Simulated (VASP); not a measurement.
Write the native input for VASP 6.6.1 that does the following.

```yaml
Task: single point
Functional: PBEsol
Potentials_or_basis: VASP PAW PBE potentials, release 64 (Zr_sv)
Cutoff: 520 eV
k_mesh: 4 × 4 × 4
Occupations: gaussian, width 0.1 eV
Spin: no spin polarisation
Dipole_correction: no
Further_INCAR_settings: ALGO = Fast; EDIFF = 1e-06; NBANDS = 45
```

The structure of Zr lies in POSCAR:

```
Zr
1.0
   -2.7155207899      4.1680561700      3.1069835080
    2.7155207899     -4.1680561700      3.1069835080
    2.7155207899      4.1680561700     -3.1069835080
Zr
6
Direct
    0.2500000000      0.2500000000      0.0000000000
    0.7500000000      0.7500000000      0.0000000000
    0.3227186400      0.0783319100      0.4010505500
    0.8227186400      0.4216680900      0.2443867300
    0.6772813600      0.9216680900      0.5989494500
    0.1772813600      0.5783319100      0.7556132700
```

This isn't the form of Zr at room conditions, which is hcp.

These files were run (other wordings do the same):

INCAR

```
SYSTEM = Zr
PREC = Accurate
ENCUT = 520
EDIFF = 1E-6
ISMEAR = 0
SIGMA = 0.1
LREAL = .FALSE.
LASPH = .TRUE.
NELM = 100
ALGO = Fast
ISIF = 2
LWAVE = .FALSE.
LCHARG = .TRUE.
GGA = PS
LELF = .TRUE.
LVHAR = .TRUE.
NBANDS = 45
```

KPOINTS

```
Automatic mesh
0
G
  4 4 4
  0 0 0
```

Potentials or basis: VASP PAW PBE potentials, release 64 (Zr_sv).

Command:

```console
$ cat potpaw_PBE.64/Zr_sv/POTCAR > POTCAR
$ mpirun -np 1 vasp_std > vasp.out
```

Results of the run:

```yaml
Pressure: -3.7 GPa
Largest_force: 0.064 eV/Å
Band_gap_on_the_k_mesh: none (metal or under the smearing width)
```

Caveat: the k mesh is coarse (spacing up to 0.38 Å⁻¹), so the values aren't converged; the PAW data sets were made with another functional, which shifts forces and pressure a little.

It took 4.6 min on 1 thread of Intel(R) Xeon(R) Platinum 8488C (Sapphire Rapids) (shared host), peak memory 0.35 GiB.
